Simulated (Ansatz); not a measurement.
W under changes of volume

One of the cells (15.848 Å³/atom); the others are scaled copies at fixed shape and fractional positions:

```
W
1.0
    -1.58234    1.58234    1.58234
     1.58234   -1.58234    1.58234
     1.58234    1.58234   -1.58234
W
1
Direct
  0.00000 0.00000 0.00000
```

- Program: Ansatz 0.2.0
- Functional: PBE
- Potentials or basis: Ansatz PAW
- Cutoff: 420 eV (not typed: the program's choice for these potentials)
- k mesh: 12 × 12 × 12
- Occupations: fermi-dirac, width 0.05 eV
- Spin: no spin polarisation

```tsv
volume (Å³/atom)	energy over the lowest point (meV/atom)	pressure (GPa)
14.897	?	?
15.214	55.98	20.1
15.531	23.78	12.6
15.848	5.52	5.8
16.165	0.00	-0.3
16.482	6.07	-5.9
16.798	22.73	-11.0
```

Q: What does the run at 14.897 Å³/atom give?

A: Energy over the lowest point 103.60 meV/atom; pressure 28.2 GPa.

Worked out: A Birch-Murnaghan fit of order 3 (a polynomial in V^(-2/3)) to the other rows has its minimum at 16.15 Å³/atom with B0 = V·E''(V) = 300 GPa and B' = 3.6. It gives 103.45 meV/atom at 14.897 Å³/atom, against the run's 103.60, and -dE/dV = 28.1 GPa, against 28.2.

Energies are extrapolated to zero smearing.
